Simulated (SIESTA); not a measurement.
Runs of SIESTA 5.4.2 on Sn. Symmetry: I4_1/amd, No. 141, tetragonal system. Conventional cell: a = 5.880 Å, b = 5.880 Å, c = 3.199 Å, α = 90.00°, β = 90.00°, γ = 90.00°. Around Sn (site symmetry -4m2) lie 6 Sn at 3.05 to 3.20 Å. 

```csv
task,level,potentials or basis,cell,force tolerance,optimiser,energy shift,gap on the mesh (eV),pressure (GPa),V0 of scaled cells (Å³/atom),B0 (GPa)
relaxation of cell and atoms,vdW-DF-cx,"PseudoDojo 0.4 standard (PBE files), DZP (energy shift 0.002 Ry)",relaxed,0.02 eV/Å,-,0.002 Ry,none,0.1,-,-
equation of state,PBEsol,"PseudoDojo 0.4 standard (PBEsol files), DZP (energy shift 0.003 Ry; two zetas on semicore shells)",as given,-,-,0.003 Ry,-,-,(b),54
relaxation of the atoms,LDA-PZ,"PseudoDojo 0.4 standard (LDA files), SZ (energy shift 0.01 Ry)",atoms relaxed,0.02 eV/Å,CG,0.01 Ry,none,-1.0,-,-
single point,PBE,"PseudoDojo 0.4 standard (PBE files), DZP (energy shift 0.002 Ry)",as given,-,-,0.002 Ry,none,2.6,-,-
equation of state,PBE,"PseudoDojo 0.4 standard (PBE files), TZDP (energy shift 0.002 Ry)",as given,-,-,0.002 Ry,-,-,(a),46
```

Alike in all rows: no spin polarisation; k mesh 9 × 9 × 9; smearing fermi-dirac 0.05 eV; grid cutoff 500 Ry.

Problem. Estimate the missing entries.

Solution. (a) 28.55; (b) 27.36.

Caveats: the basis of atomic orbitals isn't converged, which shifts pressures, moduli and gaps; semicore shells carry a single zeta, which can move pressures by several GPa and volumes by a few percent (some runs); the cell was scaled at fixed shape and fractional positions, which overstates the stiffness of a crystal with free parameters, most of all of layers and chains (some runs); the potentials were made for another functional, which shifts forces and pressure (some runs); the basis has no polarisation orbitals (some runs).

A k mesh can miss the band edges, and the runs leave out spin-orbit coupling on Sn.

A gap of «none» marks a metal or a gap under the smearing width.

Not every run made on this cell is shown here.
